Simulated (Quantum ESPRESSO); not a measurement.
The system is Sn.

```
Sn
1.0
     0.00000    3.23334    3.23334
     3.23334    0.00000    3.23334
     3.23334    3.23334    0.00000
Sn
2
Direct
  0.75000 0.75000 0.75000
  0.50000 0.50000 0.50000
```

This isn't the form of Sn at room conditions, which is tetragonal (white tin).

- Program: Quantum ESPRESSO 7.5
- Task: Wannier functions
- Functional: PBE
- Potentials or basis: PseudoDojo 0.4 FR PBE standard
- Cutoff: 980 eV
- Density cutoff: 3918 eV
- k mesh: 5 × 5 × 5
- Occupations: fermi-dirac, width 0.05 eV
- Spin: spin-orbit coupling, no magnetisation
- Iterations: 0
- Mixing beta: 0.5
- Most SCF iterations: 120
- SCF threshold: 4e-10 Ry
- k mesh for the Wannier functions: 4 × 4 × 4
- Projections: Sn sp

Start: atomic projections with disentanglement, frozen window up to 2.0 eV over the reference level; the lowest 20 bands are left out; no minimisation of the spread. The reference level is the Fermi level, or the middle of the gap.

**Question.** With atomic projections with disentanglement, how many functions result, how localised are they, and how well do they interpolate the bands?

**Answer.** 16 functions with spreads from 2.00 to 2.81 Å², 41.7 Å² in all; they miss the direct bands by 52 meV (root mean square).

Wannier functions:
```csv
function,nearest atom,distance (Å),spread (Å²),on-site energy from the reference level (eV)
1,1 Sn,0.00,2.00,-5.26
2,1 Sn,0.00,2.00,-5.26
3,1 Sn,0.00,2.81,1.28
4,1 Sn,0.00,2.81,1.28
5,1 Sn,0.00,2.81,1.28
6,1 Sn,0.00,2.81,1.28
7,1 Sn,0.00,2.81,1.28
8,1 Sn,0.00,2.81,1.28
9,2 Sn,0.00,2.00,-5.26
10,2 Sn,0.00,2.00,-5.26
11,2 Sn,0.00,2.81,1.28
12,2 Sn,0.00,2.81,1.28
13,2 Sn,0.00,2.81,1.28
14,2 Sn,0.00,2.81,1.28
15,2 Sn,0.00,2.81,1.28
16,2 Sn,0.00,2.81,1.28
```

Parts of the spread (Å²): invariant 26.97, diagonal 0.087, off-diagonal 14.62, total 41.67. Against the direct bands the interpolation misses by 52 meV (root mean square) and 216 meV at most, for states up to 1 eV over the reference level.

Caveat: the k mesh is coarse.
